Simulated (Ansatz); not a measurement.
## Response of TiAl to small distortions

```
Ti Al
1.0
     2.83730    0.00000    0.00000
     0.00000    2.83730    0.00000
     0.00000    0.00000    4.05910
Ti Al
1 1
Cartesian
  0.0000 0.0000 0.0000
  1.4186 1.4186 2.0295
```

Atom numbers follow the list: Ti1, Al2.

Conventional cell: a = 2.837 Å, b = 2.837 Å, c = 4.059 Å, α = 90.00°, β = 90.00°, γ = 90.00°. Around Ti (atom 1) lie 4 Ti at 2.84 Å and 8 Al at 2.85 Å. Around Al (atom 2) lie 4 Al at 2.84 Å and 8 Ti at 2.85 Å.

The cell comes from COD entry 1532769, which wasn't checked; take it as a given geometry.

Spin polarisation is left out, and whether a magnetic state lies lower isn't shown here.

Level of theory: DFT, PBEsol, all-electron PAW with datasets made for the crystal, scalar-relativistic (Ansatz 0.2.0).

Settings: a Γ-centred 12×12×8 k mesh, Fermi–Dirac smearing of 0.05 eV, cutoff 220 eV (chosen by the program for this cell), no spin polarisation.

The unchanged cell is at -3.98 GPa.

In a metal, stresses and small energies carry noise from the k mesh.

x, y and z are the Cartesian axes of the cell as listed; fractional coordinates follow a strain, and an engineering shear is twice the off-diagonal strain component.

With equal xy, yz and zx engineering shear strains of -2 %: energy change +5 meV/atom; stress change (xx, yy, zz, yz, xz, xy) 0.07, 0.07, 0.23, 2.29, 2.29, 0.97 GPa, compression positive.

**Question.** With this change (equal xy, yz and zx engineering shear strains of -1 %), what becomes of the energy and stress?

**Answer.** Energy change +1 meV/atom; stress change (xx, yy, zz, yz, xz, xy) 0.02, 0.02, 0.06, 1.12, 1.12, 0.47 GPa, compression positive.

**Question.** With this change (equal xy, yz and zx engineering shear strains of +1 %), what becomes of the energy and stress?

**Answer.** Energy change +1 meV/atom; stress change (xx, yy, zz, yz, xz, xy) 0.02, 0.02, 0.05, -1.07, -1.07, -0.43 GPa, compression positive.

**Question.** With this change (equal xy, yz and zx engineering shear strains of +2 %), what becomes of the energy and stress?

**Answer.** Energy change +5 meV/atom; stress change (xx, yy, zz, yz, xz, xy) 0.07, 0.07, 0.21, -2.09, -2.09, -0.79 GPa, compression positive.
